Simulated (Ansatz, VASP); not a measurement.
**One calculation of Pt, two programs**

```
Pt
1.0
     0.00000    1.98081    1.92168
     1.98081    0.00000    1.92168
     1.98081    1.98081    0.00000
Pt
1
Direct
  0.00000 0.00000 0.00000
```

Change from the starting cell: strain_z_fixed_volume = -0.02.

Alike in both runs: task single point; functional PBEsol; k mesh 12 × 12 × 12; occupations fermi-dirac, width 0.05 eV; no spin polarisation.

```csv
,VASP,Ansatz
version,VASP 6.6.1,Ansatz 0.2.0
potentials or method,"VASP PAW PBE potentials, release 64 (Pt), cutoff 520 eV","all-electron LAPW, scalar-relativistic"
```

Ansatz gave:

```
gap on the k mesh at the Fermi level (eV)       : none
pressure (GPa)                                  : -0.6
largest component of the traceless stress (GPa) : 1.34
```

Task: Estimate VASP's values.

Result: gap on the k mesh at the Fermi level (eV): none; pressure (GPa): -1.0; largest component of the traceless stress (GPa): 1.35.

A gap of «none» marks a metal or a gap that the smearing closes. Ansatz ran all-electron here, so the differences hold the error of VASP's frozen core and of both bases.

Caveats: the PAW data sets were made with another functional, which shifts forces and pressure a little (VASP). Spin-orbit coupling is left out, which matters for the levels of Pt.
